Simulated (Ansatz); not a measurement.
Crystal: TiAl.

```xyz
2
Lattice="2.9050 0.0000 0.0000 -1.4525 2.5158 0.0000 0.0000 0.0000 4.7396" Properties=species:S:1:pos:R:3 pbc="T T T"
Ti    0.0000    0.0000    0.0000
Al    0.0000    1.6772    2.3698
```

The cell comes from a database or a generator and needn't be the stable form of this composition.

The cell isn't the ideal one: volume scaled by 1.04.

```yaml
Program: Ansatz 0.2.0
Task: relaxation of cell and atoms
Functional: PBEsol0
Potentials_or_basis: Ansatz PAW
Cutoff: "420 eV (not typed: the program's choice for these potentials)"
k_mesh: 6 × 6 × 3
Occupations: gaussian, width 0.01 eV
Spin: no spin polarisation
```

At the start: volume 17.32 Å³/atom.

Problem. Where does the relaxation end?

Solution. It ends after 7 steps and the volume is 16.17 Å³/atom (-6.6 %); space group P-6m2 (No. 187, to 0.05 Å).

Step by step:
```
step  energy change (eV)  largest force (eV/Å)  volume (Å³)
   1              0.0000                0.0000        34.64
   2             -0.0338                0.0000        30.95
   3             -0.0598                0.0000        32.50
   4             -0.0602                0.0000        32.36
   5             -0.0597                0.0000        32.36
   6             -0.0597                0.0000        32.35
   7             -0.0597                0.0000        32.35
```

Final structure:
```
Ti Al
1.0
     2.85009    0.00000    0.00000
    -1.42504    2.46825    0.00000
     0.00000    0.00000    4.59793
Ti Al
1 1
Direct
  0.00000 0.00000 0.00000
  0.33333 0.66667 0.50000
```

Caveat: the k mesh is coarse (spacing up to 0.44 Å⁻¹), so the values aren't converged, least of all with exact exchange; the plane-wave basis is chosen anew once the cell has moved, so the energies of steps on either side of that aren't comparable; the PAW data sets come from PBE, with cores solved anew for the run's functional, which leaves a small shift of forces and pressure.
